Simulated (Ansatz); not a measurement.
**Zone-centre phonons of Si at 7 GPa: input and output**

Computed with Ansatz 0.2.0, DFT PBE, scalar-relativistic, plane waves, PAW.

Launched with:
```bash
ansatz run input.yaml --threads 1 --pin off --max-ram 3072MiB --backend cpu --events-out ev --progress --plain --runs-dir out
```

Input (bare energies are in eV):
```yaml
crystal:
  lattice:
    - [0.0, 2.6737687605, 2.6737687605]
    - [2.6737687605, 0.0, 2.6737687605]
    - [2.6737687605, 2.6737687605, 0.0]
  atoms:
    - { symbol: Si, position: [0.5, 0.5, 0.5] }
    - { symbol: Si, position: [0.75, 0.75, 0.75] }
basis:
  ecutwfc: 420
kpoints:
  mp_grid: { grid: [12, 12, 12] }
hamiltonian:
  xc: pbe
scf:
  occupations: { method: fixed }
output:
  eigenvalues: true
phonons:
  method: dfpt
  dielectric: true
  rigid_motions: translations
  eigenvectors: true
```

Results section of the output:
```
--- Phonons (Γ-DFPT): 1 representative perturbation + reference, on 280 of 1728 k-points (Σ response iterations 3) ---
  k mesh reduced under 4 symmetry operations, with k and −k counted as one. Each operation leaves every solved perturbation unchanged. A smaller set is not considered because the run solves the response ...
  ASR residual: 7.136e-6 → 0.000e0 eV/Å²; symmetrization residual: 1.776e-14 eV/Å²
  ASR residual per site (eV/Å²): 7.14e-6 7.14e-6
  Γ frequencies (cm⁻¹): 0.00 0.00 0.00 537.36 537.36 537.36
  ε∞ (high-frequency dielectric tensor):
       12.787076    -0.000000     0.000000
       -0.000000    12.787076    -0.000000
        0.000000    -0.000000    12.787076
  ε⁰ (static dielectric tensor: ions relaxed, cell fixed):
       12.787076    -0.000000     0.000000
       -0.000000    12.787076    -0.000000
        0.000000    -0.000000    12.787076
  ε⁰ − ε∞ (ionic part):
        0.000000     0.000000     0.000000
        0.000000     0.000000     0.000000
        0.000000     0.000000     0.000000
  softest optical mode at Γ: 537.36 cm⁻¹; the repairs (sum rule, projections) moved no ω² at Γ by more than (0.26 cm⁻¹)²
  Born effective charges Z* (e; rows j = field, columns β = displacement):
    site 0:
        -0.00000    0.00000   -0.00000
        -0.00000    0.00000   -0.00000
         0.00000    0.00000   -0.00000
    site 1:
         0.00000   -0.00000    0.00000
         0.00000   -0.00000    0.00000
        -0.00000   -0.00000    0.00000
  Z* charge neutrality: 2.585e-4 e pre-enforcement
  solved inside a basis spanned on kpoints, on 12×12×12 k-points, its susceptibility summed on 16×16×16: ε∞ is read to err by 3.7e-2, Z* by 4.2e-3 e (field_mesh: kpoints solves on kpoints)
  optical modes at Γ without the LO–TO term, one row a degenerate level:
      ω (cm⁻¹) modes IR ((D/Å)²/amu)
        537.36      3             0.0000
  optical modes at Γ + LO–TO along q̂ = [1.0000, 0.0000, 0.0000]:
      ω (cm⁻¹) modes IR ((D/Å)²/amu)
        537.36      3             0.0000
  optical modes at Γ + LO–TO along q̂ = [0.0000, 1.0000, 0.0000]:
      ω (cm⁻¹) modes IR ((D/Å)²/amu)
        537.36      3             0.0000
  optical modes at Γ + LO–TO along q̂ = [0.0000, 0.0000, 1.0000]:
      ω (cm⁻¹) modes IR ((D/Å)²/amu)
        537.36      3             0.0000
```

Time: 48 s on 1 thread of Arm Neoverse V2, on a shared host, peak memory 0.59 GiB.

The bands were filled as in an insulator; under compression the gap may have closed between mesh points.